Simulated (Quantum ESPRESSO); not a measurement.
InSe: zone-centre phonons under several settings

```
In Se
1.0
     3.63204    0.00000    0.00000
     0.00000    3.63204    0.00000
     0.00000    0.00000    3.63204
In Se
1 1
Cartesian
  1.8160 1.8160 1.8160
  0.0000 0.0000 0.0000
```

The cell was built by a generator and needn't be a form met in nature.

All runs used Quantum ESPRESSO 7.5; k mesh 4 × 4 × 4, shifted; relaxed cell; no spin polarisation; cutoff 612 eV; occupations fermi-dirac, width 0.05 eV.

| level | potentials | volume (Å³/atom) | pressure (GPa) | lowest optical mode without the field (cm⁻¹) |
| --- | --- | --- | --- | --- |
| LDA | GBRV 1.5 LDA | 21.29 | -0.4 | 50 |
| PBE | GBRV 1.5 PBE | 23.13 | -0.1 | 29 |
| PBEsol | GBRV 1.5 PBEsol | ? | -0.3 | ? |

**Question.** What stands in the row left open?

**Answer.** Volume 21.86 Å³/atom; lowest optical mode without the field 49 cm⁻¹.

Caveats: all runs use coarse meshes; the mesh is thin for the phonons of a metal.

For the row left open. Caveat: the k mesh is coarse (spacing up to 0.43 Å⁻¹), so the values aren't converged; the mesh is thin for the phonons of a metal.
